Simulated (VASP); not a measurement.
BN, 4 atoms in the cell. The structure is hexagonal, space group P6_3/mmc (No. 194). Conventional cell: a = 2.507 Å, b = 2.507 Å, c = 6.596 Å, α = 90.00°, β = 90.00°, γ = 120.00°. B (site symmetry -6m2) is surrounded by 3 N at 1.45 Å. N (site symmetry -6m2) has 3 B at 1.45 Å as nearest neighbours. 

| Item | Value |
| --- | --- |
| Program | VASP 6.6.1 |
| Task | vibrations by finite differences |
| Functional | PBE |
| Dispersion | D3(BJ) |
| Potentials or basis | VASP PAW PBE potentials, release 64 (B, N) |
| Cutoff | 520 eV |
| k mesh | 6 × 6 × 2 |
| Occupations | gaussian, width 0.02 eV |
| Spin | no spin polarisation |
| Further INCAR settings | ALGO = Normal; EDIFF = 1e-08; NBANDS = 16; IBRION = 6; POTIM = 0.015; NSW = 1 |

Potentials or basis: VASP PAW PBE potentials, release 64 (B, N).

Run with:

```sh
$ cat potpaw_PBE.64/B/POTCAR potpaw_PBE.64/N/POTCAR > POTCAR
$ mpirun -np 4 vasp_std > vasp.out
```

Hardware: 4 MPI ranks on Intel(R) Xeon(R) Platinum 8488C (Sapphire Rapids) (shared host).

Estimate the wall time of this run.

Run time: 40 s on 4 MPI ranks on Intel(R) Xeon(R) Platinum 8488C (Sapphire Rapids), with other jobs on the host, peak memory 0.19 GiB a rank. Counts: scf iterations 89, k points 14.
